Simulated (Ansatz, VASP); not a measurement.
Given: the input of a run of Ansatz 0.2.0 on SnSe.

Contents of input.yaml:

```yaml
crystal:
  lattice:
    - [0.0, 2.9693193375, 2.9693193375]
    - [2.9693193375, 0.0, 2.9693193375]
    - [2.9693193375, 2.9693193375, 0.0]
  atoms:
    - { symbol: Sn, position: [0.0, 0.0, 0.0] }
    - { symbol: Se, position: [0.5, 0.5, 0.5] }
hamiltonian:
  xc: blyp
  pseudopotentials: { kind: paw }
  dispersion: d3bj
kpoints:
  mp_grid: { grid: [8, 8, 8] }
scf:
  occupations: { method: fermi_dirac, width: 0.05 }
output:
  forces: true
  stress: true
  eigenvalues: true
```

Potentials or basis: Ansatz PAW.

Run with:

```console
$ ansatz run input.yaml --threads 2 --pin off --max-ram 5120MiB --backend cpu --events-out ev --progress --plain --runs-dir out
```

Question: Translate it to VASP 6.6.1. Potentials there: VASP PAW PBE potentials, release 64 (Sn_d, Se).

Answer: As run (the cutoff follows the program's own potentials):

INCAR

```
SYSTEM = SnSe
PREC = Accurate
ENCUT = 520
EDIFF = 1E-6
ISMEAR = -1
SIGMA = 0.05
LREAL = .FALSE.
LASPH = .TRUE.
NELM = 100
ALGO = Normal
ISIF = 2
LWAVE = .FALSE.
LCHARG = .FALSE.
GGA = B5
ALDAX = 1.0
AGGAX = 1.0
AGGAC = 1.0
ALDAC = 0.0
IVDW = 12
VDW_S6 = 1.0
VDW_S8 = 2.6996
VDW_A1 = 0.4298
VDW_A2 = 4.2359
NBANDS = 17
```

File KPOINTS:

```
regular mesh
0
G
  8 8 8
  0 0 0
```

Contents of POSCAR:

```
SnSe
1.0
    0.0000000000      2.9693193375      2.9693193375
    2.9693193375      0.0000000000      2.9693193375
    2.9693193375      2.9693193375      0.0000000000
Sn Se
1 1
Direct
    0.0000000000      0.0000000000      0.0000000000
    0.5000000000      0.5000000000      0.5000000000
```

Potentials or basis: VASP PAW PBE potentials, release 64 (Sn_d, Se).

Command:

```bash
$ cat potpaw_PBE.64/Sn_d/POTCAR potpaw_PBE.64/Se/POTCAR > POTCAR
$ mpirun -np 1 vasp_std > vasp.out
```

Both were run:

|  | VASP | Ansatz | Ansatz less VASP |
| --- | --- | --- | --- |
| gap on the k mesh at the Fermi level (eV) | 0.57 | 0.55 | -0.018 |
| least direct gap on the mesh (eV) | 0.57 | 0.55 | -0.018 |
| pressure (GPa) | 2.3 | 2.1 | -0.13 |
| dispersion energy (meV/atom) | -853.0 | -853.1 | -0.10 |

The two sets of potentials don't hold the same shells in valence.

Caveats: spin-orbit coupling is left out, which moves the levels of the heavy elements; the PAW data sets were made with another functional, which shifts forces and pressure a little (VASP); the PAW data sets come from PBE, with cores solved anew for the run's functional, which leaves a small shift of forces and pressure (Ansatz). A k mesh can miss the band edges.
